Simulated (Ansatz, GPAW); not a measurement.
## CdS: programs and potentials compared

```
Cd S
1.0
     0.00000    2.91650    2.91650
     2.91650    0.00000    2.91650
     2.91650    2.91650    0.00000
Cd S
1 1
Cartesian
  0.0000 0.0000 0.0000
  4.3748 4.3748 4.3748
```

Alike in all runs: task single point; functional PBE; k mesh 8 × 8 × 8; occupations gaussian, width 0.012 eV; no spin polarisation; no spin-orbit coupling. Pressure is positive in compression and, in plane waves, holds the error of the finite cutoff, which Ansatz's Pulay term estimates and takes out.

```json
{"program and potentials": "Ansatz, Ansatz PAW", "plane-wave cutoff (eV)": "420", "notes": "13 valence electrons an atom on average; Pulay term of +0.04 GPa included", "band gap (eV)": "1.15", "pressure (GPa)": "2.85"}
{"program and potentials": "GPAW, GPAW PAW data sets (gpaw-data 1.2.1)", "plane-wave cutoff (eV)": "600", "notes": "9 valence electrons an atom on average", "band gap (eV)": "1.13", "pressure (GPa)": "2.60"}
{"program and potentials": "Ansatz, all-electron LAPW, scalar-relativistic", "plane-wave cutoff (eV)": "-", "notes": "-", "band gap (eV)": "1.15", "pressure (GPa)": "2.88"}
```

The band gap spans 1.13 (GPAW, GPAW PAW data sets (gpaw-data 1.2.1)) to 1.15 eV (Ansatz, all-electron LAPW, scalar-relativistic), with all-electron results at 1.15. The pressure spans 2.60 (GPAW, GPAW PAW data sets (gpaw-data 1.2.1)) to 2.88 GPa (Ansatz, all-electron LAPW, scalar-relativistic), with all-electron results at 2.88.

Differences between rows come from potentials, basis sets and numerical settings, since the functional is the same but for its coding. Runs on potential files found faulty are left out.
